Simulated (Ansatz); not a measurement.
Runs of Ansatz 0.2.0 on CrO2. Symmetry: P-3m1, No. 164, trigonal system. The conventional cell has a = 2.780 Å, b = 2.780 Å, c = 4.485 Å, α = 90.00°, β = 90.00°, γ = 120.00°. Cr (site symmetry -3m) has 6 O at 1.96 Å as nearest neighbours. O (site symmetry 3m) has 3 Cr at 1.96 Å as nearest neighbours. Measurements of this composition are mostly on another form, of space group No. 136.

```csv
level,spin,U,fixed moment (μB),cutoff (eV),gap on the mesh (eV),pressure (GPa),moment (μB),largest force (eV/Å)
r2SCAN+U,"collinear, ferromagnetic start",Cr d U = 7 eV,-,500,none,11.5,2.00,1.23
PBE+U,"collinear, ferromagnetic start",Cr d U = 3 eV,-,420,none,-0.5,2.00,2.25
r2SCAN+U,"collinear, random start",Cr d U = 7 eV,-,500,none,11.5,2.00,1.23
PBE+U,off,Cr d U = 3 eV,-,420,none,-12.8,-,(a)
PBE+U,"collinear, program default start",Cr d U = 7 eV,0,420,-,2.5,0.00,2.25
```

Alike in all rows: task single point; potentials or basis Ansatz PAW; cell as given; k mesh 8 × 8 × 4; smearing gaussian 0.05 eV.

Task: Estimate the missing entries.

Result: (a) 1.86.

Caveats: forces of over 1 eV/Å show positions far from the minimum, so gaps and moduli don't describe the material at rest; the magnetic or orbital state may not be the lowest (some runs); a cell with one magnetic atom can't hold antiferromagnetic order, which such compounds often take (some runs); the PAW data sets come from PBE, with cores solved anew for the run's functional, which leaves a small shift of forces and pressure (some runs); U without spin polarisation on a metal has little footing (some runs); the total moment is fixed, so each spin has its own Fermi level (some runs); the thresholds are loose for stress (some runs).

A gap of «none» marks a metal or a gap under the smearing width.
